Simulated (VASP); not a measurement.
AlN: phonons with LDA

Crystal: AlN.

```
CELL_PARAMETERS angstrom
3.09129 0.00000 0.00000
-1.54564 2.67714 0.00000
0.00000 0.00000 4.94792
ATOMIC_POSITIONS crystal
Al 0.33333 0.66667 0.99903
Al 0.66667 0.33333 0.49903
N 0.33333 0.66667 0.38097
N 0.66667 0.33333 0.88097
```

```yaml
Program: VASP 6.6.1
Task: phonons
Functional: LDA
Potentials_or_basis: VASP PAW LDA potentials, release 64 (Al, N)
Cutoff: 600 eV
k_mesh: 12 × 12 × 6
Occupations: gaussian, width 0.03 eV
Spin: no spin polarisation
Target_pressure: -1.5 GPa
By_perturbation_theory: no
Further_INCAR_settings: ALGO = Normal; EDIFF = 1e-08; IBRION = 6; POTIM = 0.015; NSW = 1
```

| Item | Value |
| --- | --- |
| Relaxed volume | 10.31 Å³/atom |
| Relaxed cell | a = 3.098 Å, b = 3.098 Å, c = 4.961 Å, α = 90.00°, β = 90.00°, γ = 120.00° |
| Space group after relaxing (to 0.05 Å) | P6_3mc (No. 186) |
| Highest phonon frequency at Γ, LO-TO splitting left out | 726 cm⁻¹ |

The path:
| step | energy change (eV) | largest force (eV/Å) | pressure (GPa) | volume (Å³) |
| --- | --- | --- | --- | --- |
| 1 | 0.0000 | 0.0002 | 0.00 | 40.95 |
| 2 | 0.0051 | 0.0056 | -2.85 | 41.52 |
| 3 | 0.0014 | 0.0029 | -1.50 | 41.24 |
| 4 | 0.0013 | 0.0028 | -1.47 | 41.24 |
| 5 | 0.0013 | 0.0031 | -1.47 | 41.24 |
| 6 | 0.0013 | 0.0032 | -1.47 | 41.24 |
| 7 | 0.0014 | 0.0019 | -1.53 | 41.25 |
| 8 | 0.0014 | 0.0002 | -1.51 | 41.25 |

Final structure:
```yaml
crystal:
  lattice:
    - [3.09830, 0.00000, 0.00000]
    - [-1.54915, 2.68321, 0.00000]
    - [0.00000, 0.00000, 4.96131]
  atoms:
    - { symbol: Al, position: [0.33333, 0.66667, 0.99909] }
    - { symbol: Al, position: [0.66667, 0.33333, 0.49909] }
    - { symbol: N, position: [0.33333, 0.66667, 0.38091] }
    - { symbol: N, position: [0.66667, 0.33333, 0.88091] }
```

Phonon frequencies in cm⁻¹ (negative: imaginary):
```
              q point                                frequencies
(0.000, 0.000, 0.000)  0 0 0 239 239 550 618 663 663 675 675 726
```

Wall time 12 min on 1 thread of Intel(R) Xeon(R) Platinum 8259CL CPU @ 2.50GHz (Skylake/Cascade Lake), with other jobs on the host, peak memory 0.49 GiB.
